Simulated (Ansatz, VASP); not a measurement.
**SiC in VASP and in Ansatz**

Contents of INCAR:

```
SYSTEM = SiC
PREC = Accurate ; ENCUT = 520
EDIFF = 1E-7 ; ISMEAR = 0
SIGMA = 0.05 ; LREAL = .False.
LASPH = .True. ; NELM = 100
ALGO = Normal ; ISIF = 2
LWAVE = .False. ; LCHARG = .False.
GGA = PS ; NBANDS = 11
```

Contents of KPOINTS:

```
Automatic mesh
0
Gamma
  10 10 10
  0 0 0
```

File POSCAR:

```
SiC
1.0
    0.0000000000      2.1783945700      2.1783945700
    2.1783945700      0.0000000000      2.1783945700
    2.1783945700      2.1783945700      0.0000000000
Si C
1 1
Direct
   -0.0011779299      0.0082455093      0.0011779299
    0.7527543220      0.7307197463      0.7472456780
```

Input for Ansatz:

```yaml
crystal:
  lattice:
    - [0.0, 2.17839457, 2.17839457]
    - [2.17839457, 0.0, 2.17839457]
    - [2.17839457, 2.17839457, 0.0]
  atoms:
    - { symbol: Si, position: [-0.0011779299, 0.0082455093, 0.0011779299] }
    - { symbol: C, position: [0.752754322, 0.7307197463, 0.747245678] }
basis:
  ecutwfc: 520.0
kpoints:
  mp_grid: { grid: [10, 10, 10] }
hamiltonian:
  xc: pbesol
  pseudopotentials: { kind: paw, azcp: { folder: soft_1 } }
scf:
  occupations: { method: gaussian, width: 0.05 }
output:
  forces: true
  stress: true
  eigenvalues: true
  write_density: true
  write_potential: true
  elf: true
  volumetric_format: npy
```

Change from the starting cell: mode 4 frozen in at -0.048 Å and mode 5 at -0.036 Å (largest displacements).

Alike in both runs: task single point; functional PBEsol; k mesh 10 × 10 × 10; occupations gaussian, width 0.05 eV; no spin polarisation.

|  | VASP | Ansatz |
| --- | --- | --- |
| version | VASP 6.6.1 | Ansatz 0.2.0 |
| potentials or method | VASP PAW PBE potentials, release 64 (Si, C) | scalar-relativistic, plane waves, PAW |
| plane-wave cutoff (eV) | 520 | 520 |
| valence electrons in the cell | 8 | 8 |

```csv
,VASP,Ansatz,Ansatz less VASP
gap on the k mesh at the Fermi level (eV),0.83,0.84,+0.009
least direct gap on the mesh (eV),4.26,4.28,+0.013
pressure (GPa),1.2,0.9,-0.35
largest component of the traceless stress (GPa),4.64,4.58,-0.059
rms of the force components (eV/Å),0.965,0.962,-0.0031
```

Atom by atom the forces differ by 0.003 eV/Å (rms over components). With one functional, cell and mesh, what is left measures potentials, basis and numerics. Ansatz warned: «pseudo_functional_mismatch».

Caveats: the PAW data sets were made with another functional, which shifts forces and pressure a little (VASP). A k mesh can miss the band edges.
